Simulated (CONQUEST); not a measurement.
Pt under changes of volume

One of the cells (15.381 Å³/atom); the others are scaled copies at fixed shape and fractional positions:

```
CELL_PARAMETERS angstrom
2.79150 0.00000 0.00000
0.00000 2.79150 0.00000
0.00000 0.00000 3.94777
ATOMIC_POSITIONS crystal
Pt 0.00000 0.00000 0.00000
Pt 0.50000 0.50000 0.50000
```

```yaml
Program: CONQUEST 1.3
Functional: PBEsol
Potentials_or_basis: PseudoDojo NC PBEsol, DZP, grid of 32 × 32 × 40 points
k_mesh: 10 × 10 × 7
Occupations: fermi-dirac, width 0.05 eV
Spin: no spin polarisation
```

```tsv
volume (Å³/atom)	energy over the lowest point (meV/atom)	pressure (GPa)
14.175	60.71	23.2
14.477	25.30	15.1
14.778	4.50	7.7
15.381	0.00	-4.5
15.683	13.34	-9.2
15.985	?	?
```

**Question.** What does the run at 15.985 Å³/atom give?

**Answer.** Energy over the lowest point 34.77 meV/atom; pressure -13.4 GPa.

Worked out: A Birch-Murnaghan fit of order 3 (a polynomial in V^(-2/3)) to the other rows has its minimum at 15.13 Å³/atom with B0 = V·E''(V) = 294 GPa and B' = 5.4. It gives 35.48 meV/atom at 15.985 Å³/atom, against the run's 34.77, and -dE/dV = -13.9 GPa, against -13.4.

Energies are extrapolated to zero smearing.

Caveats: the basis of atomic orbitals isn't converged, which shifts pressures, moduli and gaps; the real-space grid breaks the cell's symmetry a little (some runs).
